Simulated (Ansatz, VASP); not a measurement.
**HfO2 in VASP and in Ansatz**

Contents of INCAR:

```
PREC = Accurate ; ENCUT = 520
EDIFF = 1E-6 ; ISMEAR = 0
SIGMA = 0.05 ; LREAL = False
LASPH = True ; NELM = 60
ALGO = Normal ; ISIF = 2
LWAVE = False ; LCHARG = False
GGA = PE ; NBANDS = 18
```

KPOINTS

```
Automatic mesh
0
Gamma
  8 8 8
```

The input POSCAR:

```
HfO2
1.0
    0.0000000000      2.4213654731      2.4850856172
    2.4213654731      0.0000000000      2.4850856172
    2.4213654731      2.4213654731      0.0000000000
Hf O
1 2
Direct
    0.0000000000      0.0000000000      0.0000000000
    0.2500000000      0.2500000000      0.2500000000
    0.7500000000      0.7500000000      0.7500000000
```

Input for Ansatz:

```yaml
crystal:
  lattice:
    - [0.0, 2.4213654731, 2.4850856172]
    - [2.4213654731, 0.0, 2.4850856172]
    - [2.4213654731, 2.4213654731, 0.0]
  atoms:
    - { symbol: Hf, position: [0.0, 0.0, 0.0] }
    - { symbol: O, position: [0.25, 0.25, 0.25] }
    - { symbol: O, position: [0.75, 0.75, 0.75] }
basis:
  ecutwfc: 420
kpoints:
  mp_grid: { grid: [8, 8, 8] }
hamiltonian:
  xc: pbe
scf:
  occupations: { method: gaussian, width: 0.05 }
output:
  forces: true
  stress: true
  eigenvalues: true
```

Change from the starting cell: strain -0.050 along x and y, -0.025 along z, atoms carried along.

Alike in both runs: task single point; functional PBE; k mesh 8 × 8 × 8; occupations gaussian, width 0.05 eV; no spin polarisation.

|  | VASP | Ansatz |
| --- | --- | --- |
| version | VASP 6.6.1 | Ansatz 0.2.0 |
| potentials or method | VASP PAW PBE potentials, release 64 (Hf_pv, O) | scalar-relativistic, plane waves, PAW |
| plane-wave cutoff (eV) | 520 | 420 |
| valence electrons in the cell | 22 | 38 |

VASP gave:

```
gap on the k mesh at the Fermi level (eV)       : 3.82
least direct gap on the mesh (eV)               : 3.96
pressure (GPa)                                  : 36.3
largest component of the traceless stress (GPa) : 9.35
```

Question: Estimate Ansatz's values.

Answer: gap on the k mesh at the Fermi level (eV): 3.78; least direct gap on the mesh (eV): 3.91; pressure (GPa): 41.2; largest component of the traceless stress (GPa): 9.14.

The two sets of potentials don't hold the same shells in valence.

Caveats: so large a pressure means that the cell lies far from this level's equilibrium, or that cutoff or potentials fall short (VASP); spin-orbit coupling is left out, which moves the levels of the heavy elements. A k mesh can miss the band edges.
